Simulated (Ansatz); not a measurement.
Crystal: SnSe.

```xyz
8
Lattice="11.4200 0.0000 0.0000 0.0000 4.1900 0.0000 0.0000 0.0000 4.4600" Properties=species:S:1:pos:R:3 pbc="T T T"
Sn   10.0153    3.1425    4.0541
Sn    7.1147    1.0475    1.8241
Sn    4.3053    3.1425    2.6359
Sn    1.4047    1.0475    0.4059
Se    7.3431    3.1425    4.3886
Se    9.7869    1.0475    2.1586
Se    1.6331    3.1425    2.3014
Se    4.0769    1.0475    0.0714
```

| Quantity | Value |
| --- | --- |
| Program | Ansatz 0.2.0 |
| Task | relaxation of cell and atoms |
| Functional | r2SCAN |
| Dispersion | D3(BJ) |
| Potentials or basis | Ansatz PAW |
| Cutoff | 500 eV (not typed: the program's choice for these potentials) |
| k mesh | 3 × 6 × 6 |
| Occupations | fermi-dirac, width 0.05 eV |
| Spin | no spin polarisation |

At the start: volume 26.68 Å³/atom.

**Question.** Where does the relaxation end?

**Answer.** It ends after 7 steps and the volume is 27.25 Å³/atom (+2.1 %); space group Pnma (No. 62, to 0.05 Å).

The path:
```csv
step,energy change (eV),largest force (eV/Å),volume (Å³)
1,0.0000,0.2044,213.41
2,-0.0103,0.0755,221.09
3,-0.0405,0.0509,218.88
4,-0.0562,0.0870,222.01
5,-0.0655,0.0164,218.43
6,-0.0661,0.0085,217.97
7,-0.0664,0.0085,217.97
```

Final structure:
```xyz
8
Lattice="11.5353 0.0000 0.0000 0.0000 4.1165 0.0000 0.0000 0.0000 4.5904" Properties=species:S:1:pos:R:3 pbc="T T T"
Sn   10.1712    3.0873    4.0506
Sn    7.1317    1.0291    1.7554
Sn    4.4036    3.0873    2.8350
Sn    1.3640    1.0291    0.5398
Se    7.4591    3.0873    4.5263
Se    9.8438    1.0291    2.2311
Se    1.6915    3.0873    2.3593
Se    4.0761    1.0291    0.0641
```

Caveat: the plane-wave basis is chosen anew once the cell has moved, so the energies of steps on either side of that aren't comparable; the PAW data sets come from PBE, with cores solved anew for the run's functional, which leaves a small shift of forces and pressure; the dispersion damping was fitted for another functional or another form of the correction.
